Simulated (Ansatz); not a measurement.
**Two inputs for Na**

Cell: a computed structure from the Materials Project (it need not be an observed phase).

```yaml
crystal:
  lattice:
    - [3.68877, 0.00000, 0.00000]
    - [-1.84439, 3.19457, 0.00000]
    - [0.00000, 0.00000, 6.26919]
  atoms:
    - { symbol: Na, position: [0.33333, 0.66667, 0.25000] }
    - { symbol: Na, position: [0.66667, 0.33333, 0.75000] }
```

Sites (sets of like atoms) are named by element and the number of their first atom in this list.

Reference run. Level of theory: DFT, PBE, plane waves and PAW (field gradients read without the response of the frozen cores, which leaves them typically 4 to 6 % off), scalar-relativistic, 420 eV cutoff, Γ-centred 9×9×5 k-points, Fermi–Dirac smearing 0.05 eV (Ansatz 0.2.0).

(1) The input is changed as follows: `kpoints.mp_grid.shift`: not typed → [0.5, 0.5, 0.5]; `scf.occupations.method`: fermi_dirac → methfessel_paxton; `scf.occupations.width`: 0.05 → 0.01; `scf.mixing.preconditioner`: not typed → kerker_dos. What happens to V_zz (10²¹ V/m²) and η?

## Answers

(1) 

| site | atom | V_zz reference | η reference | V_zz changed | η changed |
| --- | --- | --- | --- | --- | --- |
| Na | 1 | -0.094 | 0.00 | 0.049 | 0.09 |

The largest change is on Na, whose values along the first run's principal axes go from -0.094, 0.047, 0.047 to -0.022, 0.031, -0.009, with a new V_zz of 0.049 along another axis. On Na the largest principal value lies along another axis in the second run, so the two V_zz can't be compared directly. Symmetry makes η zero on Na; the changed mesh lacks the crystal's symmetry, and the η that it gives there is an artefact. SCF iterations: 6 and 6. New warnings: symmetry narrowed by mesh.

On the reference run: The run finds no gap above 0.1 eV (a metal, or nearly one), so the gradients can move by 10 % or more with the k-mesh.
